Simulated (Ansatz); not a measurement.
A trial structure of C was built thus: 4-connected net of one element (C2, No. 5). Lengths were set from tabulated atomic sizes, so they are only a guess.

```
C
1.0
     1.91932   -3.01469    0.00000
     1.91932    3.01469    0.00000
    -1.00529    0.00000    2.26859
C
4
Cartesian
  1.5853 -1.1708 1.8329
  1.9193 2.6762 0.0000
  1.2480 -1.1708 0.4357
  1.4167 -2.4395 1.1343
```

All numbers below come from Ansatz 0.2.0, DFT PBE, scalar-relativistic, plane waves, PAW. Cutoff 420 eV, Gaussian smearing, Γ-centred meshes. Cell and atoms relax first on a coarse mesh and then on a converged one. In between, the cell is made exact in the group found at 0.06 Å. The steps can't lower the symmetry of their start. No spin polarisation.

A guess keeps its type if space group and coordination stay and the shape of the cell changes little (axis ratios within about 15 %, angles within 6°); the volume may change.

Problem. Does it keep its structure type, or change into something else?

Solution. It keeps its type. The symmetry stays C2 (No. 5). The volume per atom grows by 3.5 %, from 6.6 to 6.8 Å³. The shortest distance goes from 1.44 Å (C–C) to 1.46 Å (C–C). Counting neighbours within 15 % of an atom's shortest distance, the start has C 4 and the end C 4.

The last run used a 12×12×16 mesh (in the run's order of axes) for its 4-atom cell and Gaussian smearing of 0.02 eV. A later test with randomly moved atoms came back to the same energy, though modes that don't fit the test's cell weren't probed. Another cell of C relaxed alike, in Fmmm, lies 0.94 eV/atom lower, so this cell isn't the stable form at this level.
